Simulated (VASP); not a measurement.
Input of a VASP 6.6.1 run:

The input POSCAR:

```
Sn
1.0
   -1.8924427724      1.8924427724      1.8924427724
    1.8924427724     -1.8924427724      1.8924427724
    1.8924427724      1.8924427724     -1.8924427724
Sn
1
Direct
    0.0000000000      0.0000000000      0.0000000000
```

The input INCAR.step1:

```
  PREC = Accurate
  ENCUT = 520
  ISMEAR = 0
  SIGMA = 0.05
  LREAL = F
  LASPH = T
  NELM = 60
  NBANDS = 13
  GGA = PE
  ALGO = Normal
  EDIFF = 1E-4
  LWAVE = T
  LCHARG = F
```

The input INCAR.step2:

```
  PREC = Accurate
  ENCUT = 520
  EDIFF = 1E-7
  ISMEAR = 0
  SIGMA = 0.05
  LREAL = F
  LASPH = T
  NELM = 60
  ALGO = Normal
  ISIF = 2
  LWAVE = F
  LCHARG = T
  METAGGA = R2SCAN
  LMIXTAU = T
  LELF = T
  LVHAR = T
  NBANDS = 13
  ISTART = 1
```

File KPOINTS:

```
regular mesh
0
Gamma
  16 16 16
```

Potentials or basis: VASP PAW PBE potentials, release 64 (Sn_d).

Launch:

```sh
$ cat potpaw_PBE.64/Sn_d/POTCAR > POTCAR
$ cp INCAR.step1 INCAR
$ mpirun -np 1 vasp_std > vasp.out
$ cp INCAR.step2 INCAR
$ mpirun -np 1 vasp_std > vasp.out
```

(1) What does it give for the band gap on the k mesh?

(2) What does it give for the pressure?

## Answers

(1) none (metal or under the smearing width).

(2) 0.0 GPa.

Caveat: the PAW data sets were made with another functional, which shifts forces and pressure a little.
